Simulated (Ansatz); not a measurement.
**Band structure of BaO**

```
Ba O
1.0
     0.00000    2.75000    2.75000
     2.75000    0.00000    2.75000
     2.75000    2.75000    0.00000
Ba O
1 1
Cartesian
  0.0000 0.0000 0.0000
  2.7500 2.7500 2.7500
```

Atom numbers follow the list: Ba1, O2.

The cell is COD entry 5910030, as deposited and not checked against the literature; nothing was relaxed. It differs from other determinations.

Spin–orbit coupling is left out, though it moves levels of the heavy atoms by tenths of an eV or more.

Theory: DFT, PBE, all-electron LAPW, scalar-relativistic in Ansatz 0.2.0.

Sampling and basis: a Γ-centred 8×8×8 k mesh, Fermi–Dirac smearing of 0.02 eV, basis error target 0.5 meV/atom, no spin polarisation.

Points in fractions of the reciprocal vectors of this cell: Γ (0, 0, 0), X (0.5, 0, 0.5), U (0.625, 0.25, 0.625), K (0.375, 0.375, 0.75), L (0.5, 0.5, 0.5), W (0.5, 0.25, 0.75). The path joins them by straight lines in the order Γ–X–U–K–Γ–L–W–X; legs that retrace an earlier one aren't tabulated. Energies are in eV from the top of the valence band.

(1) List the levels at Γ between -8 and 4.5 eV.

(2) List the levels at W between -8 and 4.5 eV.

(3) List the levels at L between -8 and 4.5 eV.

(4) What is the band gap?

## Answers

(1) -0.51 (×3), 3.69.

(2) -1.44, -0.23 (×2).

(3) -2.06, -1.57 (×2).

(4) 1.97 eV, direct at X (0.5, 0, 0.5).
